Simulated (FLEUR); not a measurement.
# PbSe (Clausthalite) (Fm-3m) in FLEUR: notebook, part 2 of 2

FLEUR MaX-R8.1 (later development tree).

### 5 Equation of state, LDA, 28.67 Å³/atom

Changes to inp.xml since step 4:

```diff
@@ -24,3 +24,3 @@
       <xi:include xmlns:xi="http://www.w3.org/2001/XInclude" href="sym.xml"> </xi:include>
-      <bulkLattice scale="0.9864848297">
+      <bulkLattice scale="1.0000000000">
          <bravaisMatrix>
```

Launch:

```sh
$ inpgen -f crystal.txt -profile fastHighL
$ # inp.xml edited to the form shown
$ fleur_MPI
```

It took 40 s on 1 thread of Arm Neoverse V2, shared host; peak memory 0.06 GiB.

The run converged. Its results:

```yaml
Free_energy: -635227.7219 eV
Band_gap_on_the_k_mesh: 0.19 eV, direct
Valence_electrons_inside_the_program's_atomic_spheres: Pb 17.93; Se 14.43 (radii Pb 2.66, Se 2.39 bohr)
```

Caveat: spin-orbit coupling is left out, which as a rule narrows the gap of such compounds by several tenths of an eV.

### 6 Equation of state, LDA, 29.82 Å³/atom (volume scaled by 1.04)

Changes to inp.xml since step 5:

```diff
@@ -24,3 +24,3 @@
       <xi:include xmlns:xi="http://www.w3.org/2001/XInclude" href="sym.xml"> </xi:include>
-      <bulkLattice scale="1.0000000000">
+      <bulkLattice scale="1.0131594038">
          <bravaisMatrix>
```

Potentials or basis: all-electron, FLAPW.

Launch:

```sh
$ inpgen -f crystal.txt -profile fastHighL
$ # inp.xml edited to the form shown
$ fleur_MPI
```

It took 45 s on 1 thread of Arm Neoverse V2, shared host; peak memory 0.06 GiB.

The run converged. Its results:

* Free energy: -635227.6784 eV
* Band gap on the k mesh: 0.31 eV, direct
* Valence electrons inside the program's atomic spheres: Pb 17.90; Se 14.40 (radii Pb 2.66, Se 2.39 bohr)

Caveat: spin-orbit coupling is left out, which as a rule narrows the gap of such compounds by several tenths of an eV.

### 7 Equation of state, LDA, 30.39 Å³/atom (volume scaled by 1.06)

Changes to inp.xml since step 6:

```diff
@@ -24,3 +24,3 @@
       <xi:include xmlns:xi="http://www.w3.org/2001/XInclude" href="sym.xml"> </xi:include>
-      <bulkLattice scale="1.0131594038">
+      <bulkLattice scale="1.0196128224">
          <bravaisMatrix>
```

Launch:

```sh
$ inpgen -f crystal.txt -profile fastHighL
$ # inp.xml edited to the form shown
$ fleur_MPI
```

Wall time 47 s (1 thread of Arm Neoverse V2, shared host); peak memory 0.08 GiB.

Results (log left out):

* Free energy: -635227.6480 eV
* Band gap on the k mesh: 0.36 eV, direct
* Valence electrons inside the program's atomic spheres: Pb 17.89; Se 14.40 (radii Pb 2.66, Se 2.39 bohr)

Caveat: spin-orbit coupling is left out, which as a rule narrows the gap of such compounds by several tenths of an eV.

### 8 Equation of state, LDA

This step only gathers the single runs of the series.

Results:

```yaml
Equilibrium_volume: 27.52 Å³/atom
Bulk_modulus: 57 GPa
Pressure_derivative_of_the_bulk_modulus: "4.2 (rough: it moves with the points fitted)"
```

Energy against volume, from the lowest point:
```csv
volume (Å³/atom),energy (meV/atom)
26.951,2.21
27.524,0.00
28.671,7.92
29.818,29.69
30.391,44.88
```

### 9 Comparison with measurements

Step 2. A measured gap of PbSe is 0.15 eV (direct; 4.2 K; a printed reference work, monograph); the calculated 0.19 eV misses it by +0.04 eV. 2 values of this kind are on record (0.15 to 0.28 eV); this one was drawn at random. Spin-orbit coupling on Pb, Se is left out. The value is that of LDA, without temperature or zero-point motion.

Step 8. The cell as given is a measured one (28.67 Å³/atom); LDA puts the equilibrium volume -4.0 % from it, thermal expansion not counted.
